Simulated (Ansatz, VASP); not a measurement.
Two plane-wave programs on ZnAu

File INCAR:

```
SYSTEM = ZnAu
ALGO = Normal ; EDIFF = 1E-6
EDIFFG = -0.001 ; ENCUT = 600
GGA = PS ; IBRION = 2
ISIF = 3 ; ISMEAR = -1
LASPH = .True. ; LCHARG = .False.
LREAL = .False. ; LWAVE = .False.
NELM = 60 ; NSW = 80
PREC = Accurate ; SIGMA = 0.15
```

KPOINTS

```
k-points
0
Gamma
  14 14 14
  0 0 0
```

Contents of POSCAR:

```
ZnAu
1.0
    3.1281886189      0.0000000000      0.0000000000
    0.0000000000      3.1281886189      0.0000000000
    0.0000000000      0.0000000000      3.1281886189
Zn Au
1 1
Direct
    0.5000000000      0.5000000000      0.5000000000
    0.0000000000      0.0000000000      0.0000000000
```

Input for Ansatz:

```yaml
crystal:
  lattice:
    - [3.1281886229, 0.0, 0.0]
    - [0.0, 3.1281886229, 0.0]
    - [0.0, 0.0, 3.1281886229]
  atoms:
    - { symbol: Zn, position: [0.5, 0.5, 0.5] }
    - { symbol: Au, position: [0.0, 0.0, 0.0] }
basis:
  ecutwfc: 420
kpoints:
  mp_grid: { grid: [14, 14, 14] }
hamiltonian:
  xc: pbesol
scf:
  occupations: { method: fermi_dirac, width: 0.15 }
output:
  forces: true
  stress: true
  eigenvalues: true
relax:
  adjacent_minimum: "off"
  f_tol: 0.001
  max_steps: 60
  cell: { stress_tol: 0.01 }
```

Alike in both runs: task relaxation of cell and atoms; functional PBEsol; k mesh 14 × 14 × 14; occupations fermi-dirac, width 0.15 eV; no spin polarisation.

|  | VASP | Ansatz |
| --- | --- | --- |
| version | VASP 6.6.1 | Ansatz 0.2.0 |
| potentials or method | VASP PAW PBE potentials, release 64 (Zn, Au) | scalar-relativistic, plane waves, PAW |
| plane-wave cutoff (eV) | 600 | 420 |
| valence electrons in the cell | 23 | 31 |

|  | VASP | Ansatz | Ansatz less VASP |
| --- | --- | --- | --- |
| gap on the k mesh at the Fermi level, each at its own relaxed structure (eV) | none | none | - |
| relaxed volume (Å³/atom) | 15.33 | 15.31 | -0.021 |
| relaxed cell length with the largest relative difference (Å) | 3.130 | 3.129 | -0.0014 |

A gap of «none» marks a metal or a gap that the smearing closes. The two sets of potentials don't hold the same shells in valence.

Caveats: the PAW data sets were made with another functional, which shifts forces and pressure a little (VASP). The runs have no spin-orbit coupling, so splittings on Au are missing.
